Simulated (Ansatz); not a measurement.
Runs of Ansatz 0.2.0 on Al. It takes space group P6_3/mmc (No. 194, hexagonal). The conventional cell has a = 2.812 Å, b = 2.812 Å, c = 4.867 Å, α = 90.00°, β = 90.00°, γ = 120.00°. Al (site symmetry -6m2) has 12 Al at 2.81 to 2.93 Å as nearest neighbours. This isn't the form of Al at room conditions, which is fcc.

```tsv
task	level	cell	k mesh	atoms under strain	gap on the mesh (eV)	pressure (GPa)	relaxed volume (Å³/atom)
relaxation of cell and atoms	revPBE+D4	relaxed	11 × 11 × 6	-	none	0.0	15.77
phonons	PBEsol	as given	8 × 8 × 5	-	none	-	-
elastic constants	PBEsol	as given	8 × 8 × 5	relaxed	none	-1.9	-
relaxation of cell and atoms	RPBE+D4	relaxed	11 × 11 × 6	-	none	0.0	15.71
relaxation of cell and atoms	revPBE+D3(BJ)	relaxed	11 × 11 × 6	-	none	0.0	(a)
```

Alike in all rows: potentials or basis Ansatz PAW; no spin polarisation; cutoff (eV) 420; smearing fermi-dirac 0.05 eV.

Q: Estimate the missing entries.

A: (a) 15.54.

Caveats: the PAW data sets come from PBE, with cores solved anew for the run's functional, which leaves a small shift of forces and pressure; the plane-wave basis is chosen anew once the cell has moved, so the energies of steps on either side of that aren't comparable (some runs); pairwise dispersion overbinds metals, which lowers pressure and volume (some runs); the elastic tensor has a negative eigenvalue, so either the cell is unstable as it stands or the mesh is too thin (some runs).

A gap of «none» marks a metal or a gap under the smearing width.
